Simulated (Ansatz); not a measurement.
# TaN (P-62m) in Ansatz: relaxation of cell and atoms with LDA

Aim: the relaxation of cell and atoms of TaN with LDA.

All numbers are computed with Ansatz 0.2.0; they aren't measurements. Logs are shortened: lines on timing, memory, paths and dates and some standing lists are left out, and cuts for length are marked.

### Step 1. The structure

Symmetry: P-62m, No. 189, hexagonal system. Conventional cell: a = 5.196 Å, b = 5.196 Å, c = 2.911 Å, α = 90.00°, β = 90.00°, γ = 120.00°. Ta (site symmetry -62m) has 3 N at 2.04 Å as nearest neighbours. Ta (site symmetry -6) is surrounded by 6 N at 2.16 Å. N (site symmetry m2m) has 5 Ta at 2.04 to 2.16 Å as nearest neighbours.

### Step 2. Relaxation of cell and atoms, LDA

Input file input.yaml:

```yaml
crystal:
  lattice:
    - [5.196, 0.0, 0.0]
    - [-2.598, 4.4998679981, 0.0]
    - [0.0, 0.0, 2.911]
  atoms:
    - { symbol: Ta, position: [0.0, 0.0, 0.0] }
    - { symbol: Ta, position: [0.6666666667, 0.3333333333, 0.5] }
    - { symbol: Ta, position: [0.3333333333, 0.6666666667, 0.5] }
    - { symbol: "N", position: [0.0, 0.39285, 0.0] }
    - { symbol: "N", position: [0.60715, 0.60715, 0.0] }
    - { symbol: "N", position: [0.39285, 0.0, 0.0] }
hamiltonian:
  xc: lda
  pseudopotentials: { kind: paw }
kpoints:
  mp_grid: { grid: [6, 6, 9] }
scf:
  occupations: { method: fermi_dirac, width: 0.05 }
output:
  forces: true
  stress: true
  eigenvalues: true
  write_density: true
  write_potential: true
  elf: true
  volumetric_format: npy
relax:
  f_tol: 0.01
  max_steps: 40
  cell: { stress_tol: 0.05 }
```

Potentials or basis: Ansatz PAW.

The run is started by

```console
ansatz run input.yaml --threads 2 --pin off --max-ram 5632MiB --backend cpu --events-out ev --progress --plain --runs-dir out
```

Output:

```text
Warning: RAYON_NUM_THREADS=2 ignored (pool sized by the plan → 2); use --threads N
Engine: ansatz 0.2.0, aarch64-unknown-linux-gnu
Pseudopotentials: kind: paw
Pseudopotential: Ta, paw, valence charge 13, recommended cutoff 420 eV (normal), Ta.paw.azcp
Pseudopotential: N, paw, valence charge 5, recommended cutoff 420 eV (normal), N.paw.azcp
Functional definition: SPW92
  exchange = slater_x
  correlation = pw_c
Crystal: 6 atoms, lattice volume = 68.063 Å³
Basis set: ecut = 420 eV, 1287 PW (Γ)
Bands: 33, of which v1, the nominal top of the filled ones, is band 27 counted from 1 (26 counted from 0)
Symmetry: 12 space group operations
Space group: P-62m (ITA 189), of the structure as read, at distance tolerance 4.1e-5 Å
k-points: 35 of 324 (time reversal used)
Non-local potential: Ta, projectors of the file, l = 0: 3, l = 1: 2, l = 2: 2, l = 3: 1
Non-local potential: N, projectors of the file, l = 0: 2, l = 1: 2, l = 2: 1
PAW form: soft (Blöchl's): semilocal exchange-correlation on the pseudo side does not see the compensation charge
PAW frozen core: Ta, regenerated for the run's functional, and the local potential with it (the file was generated under x = pbe(κ = 0.804, μ = 0.2195149727645171), c = pbe(β = 0.06672455060314922))
PAW frozen core: N, regenerated for the run's functional, and the local potential with it (the file was generated under x = pbe(κ = 0.804, μ = 0.2195149727645171), c = pbe(β = 0.06672455060314922))
PAW one-centre angular grid: Ta, 590 points (default); XC on 64 Gauss nodes
PAW one-centre angular grid: N, 110 points (default); XC on 64 Gauss nodes
Initial density: superposition of atomic densities (neutral atoms: chi_scale 0, normalization atom), corrected by the library's trained network
Initial wavefunctions: pseudopotential atomic-orbital guess
Functional: x = slater, c = lda
SCF iter   1: F=—  HF=-30177.777737 eV  |F-HF|=—  |Δ(HF+E_count)|=         —  Δρ=1.05e-2  dr2=7.17e-2  ethr=1.77e-3  ⟨swp⟩=6.0  Hψ=4804  notcnv=0
preconditioner: auto → Kerker (q_TF=auto, 2.625 Å⁻¹)  [metal: Δε(μ)=0.021 eV  Ē_g=9.392 eV  σ=0.050 eV  W_gap=0.10  n_scr=26 (ndim 8)  ℏωp=24.7 eV  f_vac=0.000  D(μ)=0.89/eV (n_scr^D=6)]
SCF iter   2: F=—  HF=-30177.764385 eV  |F-HF|=—  |Δ(HF+E_count)|=   1.34e-2  Δρ=4.98e-3  dr2=1.13e-2  ethr=1.33e-4  ⟨swp⟩=2.1  Hψ=1667  notcnv=0  defer=10
SCF iter   3: F=—  HF=-30177.762029 eV  |F-HF|=—  |Δ(HF+E_count)|=   2.36e-3  Δρ=1.97e-3  dr2=2.41e-3  ethr=2.09e-5  ⟨swp⟩=1.9  Hψ=1549  notcnv=0  defer=11
SCF iter   4: F=—  HF=-30177.761428 eV  |F-HF|=—  |Δ(HF+E_count)|=   6.01e-4  Δρ=4.10e-4  dr2=7.62e-5  ethr=4.47e-6  ⟨swp⟩=2.0  Hψ=1609  notcnv=0  defer=11
SCF iter   5: F=—  HF=-30177.761422 eV  |F-HF|=—  |Δ(HF+E_count)|=   6.11e-6  Δρ=7.74e-5  dr2=3.66e-6  ethr=1.41e-7  ⟨swp⟩=2.4  Hψ=1688  notcnv=0  defer=11
SCF iter   6: F=—  HF=-30177.761421 eV  |F-HF|=—  |Δ(HF+E_count)|=   4.67e-7  Δρ=1.83e-5  dr2=1.90e-7  ethr=6.79e-9  ⟨swp⟩=2.8  Hψ=1947  notcnv=0  defer=11
SCF iter   7: F=-30177.761421 eV  HF=-30177.761421 eV  |F-HF|=2.54e-9  |Δ(HF+E_count)|=   2.81e-8  Δρ=2.81e-6  dr2=5.77e-9  ethr=1.85e-10  ⟨swp⟩=11.0  Hψ=7577  notcnv=0
SCF 1 converged in 7 iterations: F = -30177.761421 eV  dr2 = 5.77e-9
relax step   1: F+E_penalty+E_count = -30177.76142117 eV  Δ(F+E_penalty+E_count) = +0.000e0 eV  max|allowed force component| = 5.052e-2 eV/Å  Δτ_max = 0.0000 Å  P = -9.981 GPa  Ω = 68.063 Å³  (7 SCF iters, dr2 threshold 1.00e-7 eV, accepted)
Crystal: 6 atoms, lattice volume = 65.195 Å³
Initial density: handed on by an earlier stage of this run
Initial wavefunctions: those handed on with the density
iter 1 solved again at ethr=6.23e-5 eV; its pass at ethr=3.10e-3 eV (dr2=3.36e-2 eV) is discarded
SCF iter   1: F=—  HF=-30177.830354 eV  |F-HF|=—  |Δ(HF+E_count)|=         —  Δρ=7.74e-3  dr2=3.61e-2  ethr=6.23e-5  ⟨swp⟩=1.1  Hψ=6344  notcnv=0
preconditioner: auto → Kerker (q_TF=auto, 2.644 Å⁻¹)  [metal: Δε(μ)=0.066 eV  Ē_g=9.808 eV  σ=0.050 eV  W_gap=0.31  n_scr=26 (ndim 8)  ℏωp=25.2 eV  f_vac=0.000  D(μ)=0.87/eV (n_scr^D=6)]
[... 57 lines left out ...]
iter 1 solved again at ethr=6.79e-9 eV; its pass at ethr=3.10e-3 eV (dr2=3.66e-6 eV) is discarded
SCF iter   1: F=—  HF=-30177.828151 eV  |F-HF|=—  |Δ(HF+E_count)|=         —  Δρ=7.49e-5  dr2=3.35e-6  ethr=6.79e-9  ⟨swp⟩=2.0  Hψ=5870  notcnv=0
preconditioner: auto → Kerker (q_TF=auto, 2.638 Å⁻¹)  [metal: Δε(μ)=0.023 eV  Ē_g=9.676 eV  σ=0.050 eV  W_gap=0.11  n_scr=26 (ndim 8)  ℏωp=25.0 eV  f_vac=0.000  D(μ)=0.91/eV (n_scr^D=6)]
SCF iter   2: F=—  HF=-30177.828150 eV  |F-HF|=—  |Δ(HF+E_count)|=   8.20e-7  Δρ=1.91e-5  dr2=2.30e-7  ethr=6.20e-9  ⟨swp⟩=2.0  Hψ=1634  notcnv=0
SCF iter   3: F=—  HF=-30177.828150 eV  |F-HF|=—  |Δ(HF+E_count)|=   4.69e-8  Δρ=9.76e-6  dr2=6.25e-8  ethr=1.14e-10  ⟨swp⟩=8.0  Hψ=6807  notcnv=0
SCF iter   4: F=-30177.828150 eV  HF=-30177.828150 eV  |F-HF|=2.40e-10  |Δ(HF+E_count)|=   2.01e-8  Δρ=1.37e-6  dr2=1.13e-9  ethr=1.14e-10  ⟨swp⟩=8.0  Hψ=6779  notcnv=0
SCF 8 converged in 4 iterations: F = -30177.828150 eV  dr2 = 1.13e-9
relax step   8: F+E_penalty+E_count = -30177.82815007 eV  Δ(F+E_penalty+E_count) = -1.038e-4 eV  max|allowed force component| = 3.694e-5 eV/Å  Δτ_max = 0.0001 Å  P = -0.002 GPa  Ω = 66.029 Å³  energy of the carried Pulay correction = +9.222e-5 eV  (4 SCF iters, dr2 threshold 6.15e-8 eV, accepted)
iter 1 solved again at ethr=3.84e-8 eV; its pass at ethr=3.10e-3 eV (dr2=2.07e-5 eV) is discarded
SCF iter   1: F=—  HF=-30177.828058 eV  |F-HF|=—  |Δ(HF+E_count)|=         —  Δρ=3.46e-6  dr2=2.12e-9  ethr=3.84e-8  ⟨swp⟩=3.6  Hψ=8136  notcnv=0
eigensolver tolerance schedule: the retry pair's looser diagonalisation over-reported the residual by 9755.91 of it (diagonalisation noise at 0.14 of the residual, at the tolerance the schedule requests for it); recorded, not acted on — ethr = c·dr2/N_el stays at c = 1.0e-1
SCF iter   2: F=—  HF=-30177.828064 eV  |F-HF|=—  |Δ(HF+E_count)|=   6.71e-6  Δρ=1.97e-6  dr2=8.00e-10  ethr=3.93e-12  ⟨swp⟩=3.1  Hψ=2419  notcnv=0
SCF iter   3: F=—  HF=-30177.828064 eV  |F-HF|=—  |Δ(HF+E_count)|=  1.24e-10  Δρ=5.59e-7  dr2=1.78e-10  ethr=1.48e-12  ⟨swp⟩=2.0  Hψ=1676  notcnv=0
SCF iter   4: F=-30177.828064 eV  HF=-30177.828064 eV  |F-HF|=2.18e-11  |Δ(HF+E_count)|=  5.09e-11  Δρ=1.89e-7  dr2=2.99e-11  ethr=1.00e-12  ⟨swp⟩=7.1  Hψ=5559  notcnv=0
SCF 9 converged in 4 iterations: F = -30177.828064 eV  dr2 = 2.99e-11
relax step   9: F+E_penalty+E_count = -30177.82806437 eV  Δ(F+E_penalty+E_count) = +8.570e-5 eV  max|allowed force component| = 3.659e-5 eV/Å  Δτ_max = 0.0000 Å  P = -0.003 GPa  Ω = 66.029 Å³  stress off target by 2.66e-3 GPa  SCF on the basis re-selected at this cell (its energy is not comparable with the rows above)  (4 SCF iters)
basis re-selected at this cell: Δ(F+E_penalty+E_count) = +8.570e-5 eV, ΔP = -0.001 GPa vs the last step (what re-selecting the basis moved, of the pressure what is left beyond the Pulay correction that the steps carried, after the strain that the cell walked since its last selection, with what the two solves' SCF thresholds leave and, on support functions, any second-order correction that the steps lacked; it is no measure of the basis error at this ecutwfc). This SCF's stress stands 2.66e-3 GPa from its target on what of the cell is left free (relax.cell.stress_tol is 5.00e-2 GPa) and its largest allowed force component is 3.66e-5 eV/Å (relax.f_tol is 1.00e-2 eV/Å): within both
SCF converged after 4 iterations
Free energy (F): -30177.828064 eV
Harris-Foulkes:  -30177.828064 eV  (|F-HF|=2.18e-11)
Internal energy: -30177.821302 eV  (E = F + TS)
E sigma→0 (E₀):  -30177.824683 eV
Entropy (-TS):   -0.006762 eV (-1.127 meV/atom)
Fermi energy:    20.023858 eV
--- Per-component energies (eV) ---
  E_band       = -201.573714
  E_kinetic    = 1503.847192
  E_local      = -1992.471607  (includes V_loc(G=0)·N_el)
  E_nonlocal   = 202.873278
  E_hartree    = 674.418864
  E_xc         = -834.013793
  E_vxc        = -846.745699  (∫ρ·V_xc dr)
  E_paw        = -24803.478087  (= ΣΔE_a)
  E_vpaw       = -417.915193  (= ΣTr[D̂ρ^β])
  E_aug_tail   = 0.000773  (compensation charges beyond the density's cutoff)
  E_ewald      = -4930.014763
  E_core_change = 1.016840  (= ΣΔE_core)
  E_smearing   = -0.006762  (= −TS)
  E_closure    = -0.000000  (closes the sum)
  Σ components = -30177.828064   (vs F -30177.828064, Δ=0.00e0)
--- Forces (eV/Å), atoms counted from 1 ---
  atom   1  Ta    -0.00000000     0.00000000    -0.00000000
  atom   2  Ta     0.00000000     0.00000000     0.00000000
  atom   3  Ta    -0.00000000    -0.00000000     0.00000000
  atom   4  N     -0.00001830     0.00003169     0.00000000
  atom   5  N     -0.00001830    -0.00003169     0.00000000
  atom   6  N      0.00003659    -0.00000000     0.00000000
  max |Σ_I F_I| component: 3.21e-16 eV/Å
--- Stress (GPa, compression-positive) ---
       -0.002656       0.000000      -0.000000
        0.000000      -0.002656       0.000000
       -0.000000       0.000000      -0.002388
  P = ⅓ Tr σ = -0.0026 GPa (-0.026 kbar)
--- Band table (eV; the first three rows and the last of 35) ---
  k-point 0: bands = ["-49.2139", "-49.1622", "-48.5781", "-16.0992", "-16.0992", "-15.7195", "-15.7195", "-15.5104", "-15.3882", "-15.2664", "-15.2664", "-14.5762", "1.6492", "4.5597", "4.5597", "10.4211", "13.3402", "13.3402", "13.4007", "14.1321", "14.1321", "14.8790", "14.8790", "15.7151", "16.6885", "18.0376", "19.0577", "19.0577", "20.6228", "20.6228", "21.8610", "22.0516", "22.0516"]
  k-point 1: bands = ["-49.2076", "-49.1562", "-48.5728", "-16.0792", "-16.0792", "-15.6981", "-15.6981", "-15.6327", "-15.4972", "-15.2653", "-15.2653", "-14.6693", "1.9018", "4.4827", "4.4827", "10.8568", "13.1000", "13.1000", "13.6112", "14.0450", "14.0450", "14.8117", "14.8117", "15.0752", "17.1249", "18.5638", "18.5638", "18.6408", "21.2559", "21.2559", "22.0731", "22.0755", "22.0755"]
  k-point 2: bands = ["-49.1915", "-49.1407", "-48.5591", "-16.0282", "-16.0282", "-15.9315", "-15.7654", "-15.6408", "-15.6408", "-15.2653", "-15.2653", "-14.8992", "2.5694", "4.2791", "4.2791", "12.0152", "12.5571", "12.5571", "13.2540", "13.8394", "13.8394", "14.6278", "14.6278", "14.6724", "18.1003", "18.1003", "18.4415", "20.0097", "21.4808", "21.4808", "22.2157", "22.2157", "22.6876"]
  k-point 34: bands = ["-49.1365", "-49.1365", "-48.5333", "-16.3681", "-16.3681", "-16.0045", "-15.7234", "-15.7234", "-15.4554", "-15.2823", "-15.2694", "-15.2694", "3.5188", "4.2600", "4.2600", "11.6990", "11.6990", "12.6074", "12.6355", "12.6355", "13.2880", "13.3970", "15.8442", "15.8442", "17.4901", "17.4901", "18.3566", "22.3562", "22.3562", "22.6029", "22.9307", "22.9307", "23.9181"]
--- Relaxed structure (7 steps of the walk, 7 accepted, 2 SCFs on fresh bases) ---
  F+E_penalty+E_count = -30177.82806437 eV   max|allowed force component| = 3.659e-5 eV/Å   (the final SCF, on the basis selected at the relaxed cell)
  cell:  # Å, volume = 66.0292 Å³
    - [5.150709424563064, -8.233751204629209e-35, 0.0]
    - [-2.575354712281532, 4.460645209183541, 0.0]
    - [0.0, 0.0, 2.8738980045362523]
  atoms:
    - { symbol: Ta, position: [3.853427985149243e-20, -1.2047044190492237e-20, 0.0] }
    - { symbol: Ta, position: [0.6666666666666666, 0.33333333333333337, 0.5000000000000001] }
    - { symbol: Ta, position: [0.33333333333333337, 0.6666666666666667, 0.5000000000000001] }
    - { symbol: N, position: [-5.551115123125783e-17, 0.3933415985766738, 0.0] }
    - { symbol: N, position: [0.6066584014233262, 0.6066584014233262, 0.0] }
    - { symbol: N, position: [0.3933415985766739, -1.2047044190492208e-20, 0.0] }
```

Wall time 66 s (2 threads of Arm Neoverse N1, shared host); peak memory 0.34 GiB.

What came out:

| Item | Value |
| --- | --- |
| Free energy | -30177.8281 eV |
| Relaxed volume | 11.00 Å³/atom |
| Relaxed cell | a = 5.151 Å, b = 5.151 Å, c = 2.874 Å, α = 90.00°, β = 90.00°, γ = 120.00° |
| Space group after relaxing (to 0.05 Å) | P-62m (No. 189) |
| Energy gained by relaxing | 11.1 meV/atom |
| Ionic steps | 9 |
| Pressure after relaxing | 0.0 GPa |
| Band gap on the k mesh | none (metal or under the smearing width) |

The path:
```
step  energy change (eV)  largest force (eV/Å)  volume (Å³)
   1              0.0000                0.0505        68.06
   2             -0.0590                0.0814        65.19
   3             -0.0719                0.0083        66.04
   4             -0.0724                0.0073        66.09
   5             -0.0725                0.0193        66.05
   6             -0.0725                0.0002        66.06
   7             -0.0666                0.0003        66.06
   8             -0.0667                0.0000        66.03
   9             -0.0666                0.0000        66.03
```

Final structure:
```cif
data_structure
_symmetry_space_group_name_H-M 'P 1'
_symmetry_Int_Tables_number 1
_cell_length_a 5.1507
_cell_length_b 5.1507
_cell_length_c 2.8739
_cell_angle_alpha 90.000
_cell_angle_beta 90.000
_cell_angle_gamma 120.000
_cell_volume 66.03
loop_
_atom_site_label
_atom_site_type_symbol
_atom_site_fract_x
_atom_site_fract_y
_atom_site_fract_z
_atom_site_occupancy
Ta1 Ta 0.00000 0.00000 0.00000 1
Ta2 Ta 0.66667 0.33333 0.50000 1
Ta3 Ta 0.33333 0.66667 0.50000 1
N1 N 0.00000 0.39334 0.00000 1
N2 N 0.60666 0.60666 0.00000 1
N3 N 0.39334 0.00000 0.00000 1
```

Levels at points of the mesh, in eV from the Fermi level:
| k point | band 25 | band 26 | band 27 | band 28 | band 29 | band 30 |
| --- | --- | --- | --- | --- | --- | --- |
| (0.00, 0.00, 0.00) | -3.34 | -1.99 | -0.97 | -0.97 | 0.60 | 0.60 |
| (0.00, -0.50, 0.00) | -3.94 | -2.90 | -2.72 | 1.29 | 1.86 | 1.96 |

Caveat: the plane-wave basis is chosen anew once the cell has moved, so the energies of steps on either side of that aren't comparable; the pressure holds a Pulay correction of +0.6 GPa for the finite cutoff; the PAW data sets come from PBE, with cores solved anew for the run's functional, which leaves a small shift of forces and pressure.
